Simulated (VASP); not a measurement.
# Hf (Im-3m) in VASP: further runs, part 8 of 8

VASP 6.6.1. Earlier steps stand in the parts before.

## Step 124: Band structure, vdW-DF2 (volume scaled by 0.96)

INCAR

```
PREC = Accurate
ENCUT = 520
EDIFF = 1E-6
ISMEAR = 1
SIGMA = 0.1
LREAL = False
LASPH = True
NELM = 100
ALGO = Normal
ISIF = 2
LWAVE = False
LCHARG = False
LMAXMIX = 4
GGA = ML
LUSE_VDW = True
AGGAC = 0.0
ZAB_VDW = -1.8867
NBANDS = 11
```

KPOINTS

```
regular mesh
0
Gamma
  10 10 10
```

POSCAR

```
Hf
1.0
   -1.7806051177      1.7806051177      1.7806051177
    1.7806051177     -1.7806051177      1.7806051177
    1.7806051177      1.7806051177     -1.7806051177
Hf
1
Cartesian
    0.0000000000      0.0000000000      0.0000000000
```

KPOINTS_OPT

```
path GHNGPH,PN
10
line-mode
reciprocal
 0.0000000000  0.0000000000  0.0000000000  G
 0.5000000000 -0.5000000000  0.5000000000  H

 0.5000000000 -0.5000000000  0.5000000000  H
 0.0000000000  0.0000000000  0.5000000000  N

 0.0000000000  0.0000000000  0.5000000000  N
 0.0000000000  0.0000000000  0.0000000000  G

 0.0000000000  0.0000000000  0.0000000000  G
 0.2500000000  0.2500000000  0.2500000000  P

 0.2500000000  0.2500000000  0.2500000000  P
 0.5000000000 -0.5000000000  0.5000000000  H

 0.2500000000  0.2500000000  0.2500000000  P
 0.0000000000  0.0000000000  0.5000000000  N
```

Potentials or basis: VASP PAW PBE potentials, release 64 (Hf_pv).

The run is started by

```console
cat potpaw_PBE.64/Hf_pv/POTCAR > POTCAR
mpirun -np 1 vasp_std > vasp.out
```

OUTCAR:

```text
PREC = Accurate
   ENCUT = 520
   EDIFF = 1E-6
   ISMEAR = 1
   LREAL = False
   LASPH = True
   NELM = 100
   ISIF = 2
   GGA = ML

 ion  position               nearest neighbor table
   1  0.000  0.000  0.000-

  LATTYP: Found a body centered cubic cell.
 ALAT       =     3.5612102354

  Lattice vectors:

 A1 = (  -1.7806051177,   1.7806051177,   1.7806051177)
 A2 = (   1.7806051177,  -1.7806051177,   1.7806051177)
 A3 = (   1.7806051177,   1.7806051177,  -1.7806051177)

Analysis of symmetry for initial positions (statically):
=====================================================================
 Subroutine PRICEL returns:
 Original cell was already a primitive cell.

 Routine SETGRP: Setting up the symmetry group for a
 body centered cubic supercell.

 Subroutine GETGRP returns: Found 48 space group operations
 (whereof 48 operations were pure point group operations)
 out of a pool of 48 trial point group operations.

The static configuration has the point symmetry O_h .

Analysis of symmetry for dynamics (positions and initial velocities):
=====================================================================
 Subroutine PRICEL returns:
[... 171 lines left out ...]
      5       6.1476     -0.00000
      6       6.1476     -0.00000
      7       6.1476     -0.00000
      8       8.8496      0.00000
      9       8.8496      0.00000
     10      17.4813      0.00000
     11      18.0342      0.00000
[... 309 lines left out ...]
 k-point    24 :      -0.3000    0.3000    0.1000
  band No.  band energies     occupation
      1     -25.7017      2.00000
      2     -25.3792      2.00000
      3     -25.2424      2.00000
      4       0.6653      2.00000
      5       4.8930     -0.03305
      6       5.0732     -0.00001
      7       7.5839      0.00000
      8       9.0213      0.00000
      9       9.6341      0.00000
     10      16.7597      0.00000
     11      17.5110      0.00000

 [... further k-points ...]

------------------------ aborting loop because EDIFF is reached ----------------------------------------

  FORCE on cell =-STRESS in cart. coord.  units (eV):
  Direction    XX          YY          ZZ          XY          YZ          ZX
  --------------------------------------------------------------------------------------
  -------------------------------------------------------------------------------------
  Total        0.4803951      0.4803951      0.4803951     -0.0000000      0.0000000     -0.0000000
  in kB       34.0836652     34.0836652     34.0836652     -0.0000000      0.0000000     -0.0000000
  external PRESSURE =      34.0836652 kB  Pullay stress =       0.0000000 kB

 VOLUME and BASIS-vectors are now :
 -----------------------------------------------------------------------------
  energy-cutoff  :      520.00
  volume of cell :       22.58
      direct lattice vectors                 reciprocal lattice vectors
    -1.780605118  1.780605118  1.780605118     0.000000000  0.280803416  0.280803416
     1.780605118 -1.780605118  1.780605118     0.280803416  0.000000000  0.280803416
     1.780605118  1.780605118 -1.780605118     0.280803416  0.280803416  0.000000000

 POSITION                                       TOTAL-FORCE (eV/Angst)
 -----------------------------------------------------------------------------------
      0.00000      0.00000      0.00000         0.000000      0.000000     -0.000000
 -----------------------------------------------------------------------------------
    total drift:                                0.000000      0.000000      0.000000

  FREE ENERGIE OF THE ION-ELECTRON SYSTEM (eV)
  ---------------------------------------------------
  free  energy   TOTEN  =        -6.4036335403 eV

  energy  without entropy=       -6.4035857505  energy(sigma->0) =       -6.40361761

Total vdW correction in eV:      1.2584376
```

Run time: 40 s. Hardware: 1 thread of Intel Xeon Platinum 8175M at 2.50GHz (Skylake/Cascade Lake), shared host; peak memory 0.27 GiB.

Results:

```yaml
Free_energy: -6.4036 eV
Pressure: 3.4 GPa
Band_gap_along_the_path: none (metal or under the smearing width)
```

Levels at the corners of the path, in eV from the Fermi level:
```csv
point,band 2,band 3,band 4,band 5,band 6,band 7,band 8,band 9
Γ,-29.90,-29.90,-6.97,1.43,1.43,1.43,4.13,4.13
H,-30.46,-30.46,-2.59,-2.59,6.53,6.53,6.53,7.29
H,-30.46,-30.46,-2.59,-2.59,6.53,6.53,6.53,7.29
N,-30.16,-29.90,-3.36,-0.54,1.13,3.97,4.93,7.33
N,-30.16,-29.90,-3.36,-0.54,1.13,3.97,4.93,7.33
Γ,-29.90,-29.90,-6.97,1.43,1.43,1.43,4.13,4.13
Γ,-29.90,-29.90,-6.97,1.43,1.43,1.43,4.13,4.13
P,-30.30,-30.30,-0.65,-0.65,-0.65,5.08,5.08,5.56
P,-30.30,-30.30,-0.65,-0.65,-0.65,5.08,5.08,5.56
H,-30.46,-30.46,-2.59,-2.59,6.53,6.53,6.53,7.29
P,-30.30,-30.30,-0.65,-0.65,-0.65,5.08,5.08,5.56
N,-30.16,-29.90,-3.36,-0.54,1.13,3.97,4.93,7.33
```

Caveat: the PAW data sets were made with another functional, which shifts forces and pressure a little; spin-orbit coupling is left out, which moves the levels of the heavy elements.

## Step 125: The reference run

An earlier run on the cell as given: functional PBE; potentials or basis VASP PAW PBE potentials, release 64 (Hf_pv); cutoff 520 eV; k mesh 10 × 10 × 10; occupations fermi-dirac, width 0.05 eV; no spin polarisation.

* Pressure: -5.3 GPa
* Band gap on the k mesh: none (metal or under the smearing width)
